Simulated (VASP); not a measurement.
These are PBEsol GGA, VASP's PBE PAW potentials (set 64) (plane waves; VASP) values and carry that method's errors.

A VASP calculation is set up with these files.

INCAR:
```
SYSTEM = CsCl
PREC = Accurate
ENCUT = 500
EDIFF = 1E-6
NELM = 100
ALGO = Normal
LREAL = .FALSE.
LASPH = .TRUE.
ISMEAR = 0
SIGMA = 0.05
GGA = PS
LMAXMIX = 4
LWAVE = .FALSE.
LCHARG = .FALSE.
IBRION = 2
ISIF = 3
NSW = 40
EDIFFG = -0.02
PSTRESS = 50
```

File POSCAR:
```
CsCl
1
    3.8478403964    -0.0000000000    -0.0000000000
   -0.0000000000     3.8478403964     0.0000000000
   -0.0000000000     0.0000000000     3.8478403964
Cs Cl
1 1
Direct
  0.0000000000   0.0000000000   0.0000000000
  0.5000000000   0.5000000000   0.5000000000
```

### KPOINTS
```
K-points
0
G
7 7 7
```

POTCAR, in this order: Cs_sv Cl (PBE.64 set). Program: vasp_std.

The run wrote:

OUTCAR:
```
 ion  position               nearest neighbor table
   1  0.000  0.000  0.000-
   2  0.500  0.500  0.500-
  LATTYP: Found a simple cubic cell.
 ALAT       =     3.8478403964
 Subroutine PRICEL returns:
 Original cell was already a primitive cell.
 Subroutine GETGRP returns: Found 48 space group operations
The static configuration has the point symmetry O_h .
The dynamic configuration has the point symmetry O_h .
 Subroutine INISYM returns: Found 48 space group operations
 Subroutine IBZKPT returns following result:
 Found     20 irreducible k-points:

 Following reciprocal coordinates:
            Coordinates               Weight
  0.000000  0.000000  0.000000      1.000000
  0.142857  0.000000  0.000000      6.000000
  0.285714  0.000000  0.000000      6.000000
  0.428571  0.000000  0.000000      6.000000
  0.142857  0.142857  0.000000     12.000000
  0.285714  0.142857  0.000000     24.000000
  0.428571  0.142857  0.000000     24.000000
  0.285714  0.285714  0.000000     12.000000
  0.428571  0.285714  0.000000     24.000000
  0.428571  0.428571  0.000000     12.000000
  0.142857  0.142857  0.142857      8.000000
  0.285714  0.142857  0.142857     24.000000
  0.428571  0.142857  0.142857     24.000000
  0.285714  0.285714  0.142857     24.000000
  0.428571  0.285714  0.142857     48.000000
  0.428571  0.428571  0.142857     24.000000
  0.285714  0.285714  0.285714      8.000000
  0.428571  0.285714  0.285714     24.000000
  0.428571  0.428571  0.285714     24.000000
  0.428571  0.428571  0.428571      8.000000
   k-points           NKPTS =     20   k-points in BZ     NKDIM =     20   number of bands    NBANDS=     12
   number of dos      NEDOS =    301   number of ions     NIONS =      2
   total plane-waves  NPLWV =  21952
   dimension x,y,z NGX =    28 NGY =   28 NGZ =   28
   dimension x,y,z NGXF=    56 NGYF=   56 NGZF=   56
   ions per type =               1   1
   PREC   = accura    normal or accurate (medium, high low for compatibility)
   ISTART =      0    job   : 0-new  1-cont  2-samecut
   ICHARG =      2    charge: 1-file 2-atom 10-const
   ISPIN  =      1    spin polarized calculation?
   LNONCOLLINEAR =      F non collinear calculations
   LSORBIT =      F    spin-orbit coupling
   INIWAV =      1    electr: 0-lowe 1-rand  2-diag
   ENCUT  =  500.0 eV  36.75 Ry    6.06 a.u.   7.02  7.02  7.02*2*pi/ulx,y,z
   NELM   =    100;   NELMIN=  2; NELMDL= -5     # of ELM steps
   EDIFF  = 0.1E-05   stopping-criterion for ELM
   LREAL  =      F    real-space projection
   NLSPLINE    = F    spline interpolate recip. space projectors
   LMAXMIX     =    4 max onsite mixed and CHGCAR
   VOSKOWN=      0    Vosko Wilk Nusair interpolation
   EDIFFG = -.2E-01   stopping-criterion for IOM
   NSW    =     40    number of steps for IOM
   NBLOCK =      1;   KBLOCK =     40    inner block; outer block
   IBRION =      2    ionic relax: 0-MD 1-quasi-New 2-CG
   NFREE  =      1    steps in history (QN), initial steepest desc. (CG)
   ISIF   =      3    stress and relaxation
   ISYM   =      2    0-nonsym 1-usesym 2-fastsym
   TEIN   =    0.0    initial temperature
   TEBEG  =    0.0;   TEEND  =   0.0 temperature during run
   SMASS  =  -3.00    Nose mass-parameter (am)
   PSTRESS=   50.0 pullay stress
   NELECT =      16.0000    total number of electrons
   EFERMI =   0.00;   METHOD = LEGACY
   ISMEAR =     0;   SIGMA  =   0.05  broadening in eV -4-tet -1-fermi 0-gaus
   IALGO  =     38    algorithm
   LDIAG  =      T    sub-space diagonalisation (order eigenvalues)
   IMIX   =      4    mixing-type and parameters
     AMIX     =   0.40;   BMIX     =  1.00
     AMIX_MAG =   1.60;   BMIX_MAG =  1.00
...
```

### OSZICAR
```
       N       E                     dE             d eps       ncg     rms          rms(c)
DAV:   1     0.937539410864E+02    0.93754E+02   -0.71611E+03   480   0.115E+03
DAV:   2    -0.160956528233E+01   -0.95364E+02   -0.87336E+02   768   0.188E+02
DAV:   3    -0.697922111682E+01   -0.53697E+01   -0.53534E+01   612   0.517E+01
DAV:   4    -0.702411007783E+01   -0.44889E-01   -0.44874E-01   552   0.586E+00
DAV:   5    -0.702473434951E+01   -0.62427E-03   -0.62423E-03   620   0.674E-01    0.251E+00
DAV:   6    -0.674160175592E+01    0.28313E+00   -0.48915E-01   524   0.459E+00    0.167E+00
DAV:   7    -0.670686787357E+01    0.34734E-01   -0.17119E-01   628   0.258E+00    0.930E-01
DAV:   8    -0.670576295175E+01    0.11049E-02   -0.12200E-02   580   0.840E-01    0.119E-01
DAV:   9    -0.670558238575E+01    0.18057E-03   -0.11897E-03   620   0.254E-01    0.790E-02
DAV:  10    -0.670564883938E+01   -0.66454E-04   -0.14726E-04   576   0.100E-01    0.256E-02
DAV:  11    -0.670565736335E+01   -0.85240E-05   -0.27311E-05   564   0.403E-02    0.548E-03
DAV:  12    -0.670565636329E+01    0.10001E-05   -0.39547E-06   568   0.145E-02    0.155E-03
DAV:  13    -0.670565639924E+01   -0.35951E-07   -0.25694E-07   352   0.382E-03
   1 F= -.49277431E+01 E0= -.49277431E+01  d E =-.492774E+01
```

File OUTCAR:
```
------------------------ aborting loop because EDIFF is reached ----------------------------------------
  FORCE on cell =-STRESS in cart. coord.  units (eV):
  Direction    XX          YY          ZZ          XY          YZ          ZX
  --------------------------------------------------------------------------------------
  Total        1.7613264      1.7613264      1.7613264     -0.0000000      0.0000000     -0.0000000
  in kB       49.5335292     49.5335292     49.5335292     -0.0000000      0.0000000     -0.0000000
  external PRESSURE =      -0.4664708 kB  Pullay stress =      50.0000000 kB
  volume of cell :       56.97
      direct lattice vectors                 reciprocal lattice vectors
     3.847840396  0.000000000  0.000000000     0.259886039  0.000000000  0.000000000
     0.000000000  3.847840396  0.000000000     0.000000000  0.259886039  0.000000000
     0.000000000  0.000000000  3.847840396     0.000000000  0.000000000  0.259886039
 POSITION                                       TOTAL-FORCE (eV/Angst)
 -----------------------------------------------------------------------------------
      0.00000      0.00000      0.00000         0.000000      0.000000      0.000000
      1.92392      1.92392      1.92392         0.000000      0.000000      0.000000
 -----------------------------------------------------------------------------------
    total drift:                               -0.000000      0.000000      0.000000
  FREE ENERGIE OF THE ION-ELECTRON SYSTEM (eV)
  ---------------------------------------------------
  free  energy   TOTEN  =        -6.7056563992 eV

  energy  without entropy=       -6.7056563992  energy(sigma->0) =       -6.70565640
  enthalpy is  TOTEN    =        -4.9277431303 eV   P V=        1.7779132690

 reached required accuracy - stopping structural energy minimisation
```
(Selected blocks of OUTCAR.)

### OUTCAR
```
 val. band max:        0.8963602442   @ k =   0.0000   0.0000   0.0000

 cond. band min:       5.7765379573   @ k =   0.0000   0.0000   0.0000


 Fermi energy:         1.1062721112

 k-point     1 :       0.0000    0.0000    0.0000
  band No.  band energies     occupation
      1     -18.3897      2.00000
      2     -11.6228      2.00000
      3      -4.6739      2.00000
      4      -4.6739      2.00000
      5      -4.6739      2.00000
      6       0.8964      2.00000
      7       0.8964      2.00000
      8       0.8964      2.00000
      9       5.7765      0.00000
     10       5.7765      0.00000
     11       7.0015      0.00000
     12      11.5426      0.00000

 k-point     2 :       0.1429    0.0000    0.0000
  band No.  band energies     occupation
      1     -18.3535      2.00000
      2     -11.6562      2.00000
      3      -4.8413      2.00000
      4      -4.6185      2.00000
      5      -4.6185      2.00000
      6       0.4945      2.00000
      7       0.8016      2.00000
      8       0.8016      2.00000
      9       5.9474      0.00000
     10       6.4363      0.00000
     11       7.6187      0.00000
     12      11.3567      0.00000

 k-point     3 :       0.2857    0.0000    0.0000
  band No.  band energies     occupation
      1     -18.2696      2.00000
      2     -11.7405      2.00000
      3      -5.1529      2.00000
      4      -4.4865      2.00000
      5      -4.4865      2.00000
      6      -0.2589      2.00000
      7       0.5779      2.00000
      8       0.5779      2.00000
      9       6.4275      0.00000
     10       7.9757      0.00000
     11       9.0658      0.00000
     12      11.1517      0.00000

 k-point     4 :       0.4286    0.0000    0.0000
  band No.  band energies     occupation
      1     -18.1995      2.00000
      2     -11.8175      2.00000
      3      -5.3490      2.00000
      4      -4.3719      2.00000
      5      -4.3719      2.00000
      6      -0.7760      2.00000
...
```

Unless said otherwise, spin-orbit coupling is left out, though it shifts the bands of the heavy elements here.

The compound is CsCl in the CsCl type structure. It was relaxed first under an external pressure of 5 GPa.
